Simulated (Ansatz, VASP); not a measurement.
**Two plane-wave programs on Be**

File INCAR:

```
ALGO = Normal ; EDIFF = 1E-8
ENCUT = 520 ; GGA = PE
ISIF = 2 ; ISMEAR = -5
LASPH = T ; LCHARG = F
LEFG = T ; LREAL = F
LWAVE = F ; NBANDS = 7
NELM = 60 ; PREC = Accurate
SIGMA = 0.1
```

File KPOINTS:

```
k-points
0
Gamma
  20 20 20
```

Contents of POSCAR:

```
Be
1.0
   -1.2694215948      1.2694215948      1.2127282195
    1.2694215948     -1.2694215948      1.2127282195
    1.2694215948      1.2694215948     -1.2127282195
Be
1
Direct
    0.0000000000      0.0000000000      0.0000000000
```

Input for Ansatz:

```yaml
crystal:
  lattice:
    - [-1.2694215948, 1.2694215948, 1.2127282195]
    - [1.2694215948, -1.2694215948, 1.2127282195]
    - [1.2694215948, 1.2694215948, -1.2127282195]
  atoms:
    - { symbol: Be, position: [0.0, 0.0, 0.0] }
kpoints:
  mp_grid: { grid: [20, 20, 20] }
scf:
  occupations: { method: tetrahedron }
  mixing: { algorithm: broyden, beta: 0.5, ndim: 8 }
hamiltonian:
  xc: pbe
  pseudopotentials: { kind: paw }
output:
  forces: true
  stress: true
  eigenvalues: true
  efg: { contact_densities: true }
```

This isn't the form of Be at room conditions, which is hcp.

Alike in both runs: task electric field gradients; functional PBE; k mesh 20 × 20 × 20; occupations tetrahedron; no spin polarisation.

```csv
,VASP,Ansatz
version,VASP 6.6.1,Ansatz 0.2.0
potentials or method,"VASP PAW PBE potentials, release 64 (Be)","PAW with Ansatz's default frozen-core files, scalar-relativistic"
plane-wave cutoff (eV),520,420
valence electrons in the cell,2,2
```

|  | VASP | Ansatz | Ansatz less VASP |
| --- | --- | --- | --- |
| gap on the k mesh at the Fermi level (eV) | none | none | - |
| pressure (GPa) | 0.3 | 0.1 | -0.15 |
| largest component of the traceless stress (GPa) | 2.60 | 2.54 | -0.055 |

A gap of «none» marks a metal or a gap that the smearing closes. With one functional, cell and mesh, what is left measures potentials, basis and numerics. Ansatz warned: «band_table_not_solved_further».

Caveats: tetrahedron occupations give inexact forces and stress in metals.
